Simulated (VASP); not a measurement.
Input of a VASP 6.6.1 run:

The input INCAR:

```
ALGO     = Normal         # electronic algorithm
EDIFF    = 1E-7           # SCF threshold, eV
ENCUT    = 550            # plane-wave cutoff, eV
GGA      = RP             # functional
ISIF     = 2              # what is computed and relaxed
ISMEAR   = 0              # smearing method
IVDW     = 11             # dispersion correction
LASPH    = T              # aspherical terms in the spheres
LCHARG   = F              # write CHGCAR
LNONCOLLINEAR= T              # non-collinear magnetism
LORBIT   = 11             # projections on sites
LREAL    = F              # projectors in reciprocal space
LWAVE    = F              # write WAVECAR
MAGMOM   = 0.289 0.289 0.289 # initial moments
NELM     = 100            # most SCF steps
PREC     = Accurate       # precision mode
SIGMA    = 0.1            # smearing width, eV
```

KPOINTS

```
k-points
0
Gamma
  7 7 7
```

File POSCAR:

```
Cd
3.0735
    0.523191524809      0.302064767692      0.796904965024
   -0.523191524809      0.302064767692      0.796904965024
    0.000000000000     -0.604129535383      0.796904965024
Cd
1
Direct
    0.0000000000      0.0000000000      0.0000000000
```

The input KPOINTS_OPT:

```
path GLB1,BZGX,QFP1Z,LP
15
line-mode
reciprocal
 0.0000000000  0.0000000000  0.0000000000  G
 0.5000000000  0.0000000000  0.0000000000  L

 0.5000000000  0.0000000000  0.0000000000  L
 0.5000000000  0.2624512957 -0.2624512957  B1

 0.7375487043  0.5000000000  0.2624512957  B
 0.5000000000  0.5000000000  0.5000000000  Z

 0.5000000000  0.5000000000  0.5000000000  Z
 0.0000000000  0.0000000000  0.0000000000  G

 0.0000000000  0.0000000000  0.0000000000  G
 0.3812256478  0.0000000000 -0.3812256478  X

 0.6187743522  0.3812256478  0.0000000000  Q
 0.5000000000  0.5000000000  0.0000000000  F

 0.5000000000  0.5000000000  0.0000000000  F
 0.6187743522  0.6187743522  0.2624512957  P1

 0.6187743522  0.6187743522  0.2624512957  P1
 0.5000000000  0.5000000000  0.5000000000  Z

 0.5000000000  0.0000000000  0.0000000000  L
 0.7375487043  0.3812256478  0.3812256478  P
```

Potentials or basis: VASP PAW PBE potentials, release 64 (Cd_GW).

Command:

```console
$ cat potpaw_PBE.64/Cd_GW/POTCAR > POTCAR
$ mpirun -np 1 vasp_ncl > vasp.out
```

Q: What does it give for the pressure?

A: 2.9 GPa.

Q: Predict the dispersion energy per atom.

A: -0.553 eV.

Q: What does it give for the band gap along the path?

A: None (metal or under the smearing width).

Q: What does it give for the net moment?

A: 0.00 μB per cell.

Levels at the corners of the path, in eV from the Fermi level:
```tsv
point	band 9	band 10	band 11	band 12	band 13	band 14	band 15	band 16
Γ	-8.82	-8.82	-8.81	-8.81	12.74	12.74	13.82	13.82
L	-8.43	-8.43	-2.51	-2.51	-1.67	-1.67	12.07	12.07
L	-8.43	-8.43	-2.51	-2.51	-1.67	-1.67	12.07	12.07
B1	-8.38	-8.38	1.84	1.84	1.91	1.91	2.26	2.26
B	-8.38	-8.38	1.84	1.84	1.91	1.91	2.26	2.26
Z	-8.42	-8.42	-2.01	-2.01	-0.53	-0.53	11.26	11.26
Z	-8.42	-8.42	-2.01	-2.01	-0.53	-0.53	11.26	11.26
Γ	-8.82	-8.82	-8.81	-8.81	12.74	12.74	13.82	13.82
Γ	-8.82	-8.82	-8.81	-8.81	12.74	12.74	13.82	13.82
X	-8.49	-8.49	0.49	0.49	0.82	0.82	2.26	2.26
Q	-8.49	-8.49	0.49	0.49	0.82	0.82	2.26	2.26
F	-8.34	-8.34	-0.88	-0.88	1.32	1.32	5.89	5.89
F	-8.34	-8.34	-0.88	-0.88	1.32	1.32	5.89	5.89
P1	-8.49	-8.49	0.78	0.78	1.42	1.42	2.32	2.32
P1	-8.49	-8.49	0.78	0.78	1.42	1.42	2.32	2.32
Z	-8.42	-8.42	-2.01	-2.01	-0.53	-0.53	11.26	11.26
L	-8.43	-8.43	-2.51	-2.51	-1.67	-1.67	12.07	12.07
P	-8.49	-8.49	0.78	0.78	1.42	1.42	2.32	2.32
```

Caveat: the PAW data sets were made with another functional, which shifts forces and pressure a little; pairwise dispersion overbinds metals, which lowers pressure and volume.
